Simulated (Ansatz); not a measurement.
The parent structure is InN in the zinc blende structure (space group F-43m, No. 216; a = 4.999 Å). Axes: x, y, z lie along the cube axes.

Calculations: Ansatz (a first-principles code), r2SCAN, PAW, cutoff 500 eV, scalar-relativistic without spin-orbit coupling.

Before the change:

The shortest interatomic distance comes out as 2.165 Å.

Perturbation: biaxial strain −3.74 %, plane normal [110], relaxed out of plane (Cartesian); in-plane vectors clamped, the third vector and the atoms free.

Task: How does this affect the energy relative to the base and shortest interatomic distance?

Result: The energy goes up by 34 meV/atom; the shortest interatomic distance drops by 0.035 Å, from 2.165 Å to 2.130 Å.

Whether these cells are dynamically stable was not tested. The final runs are not spin-polarised. This is not the structure that InN has at room temperature and ambient pressure.
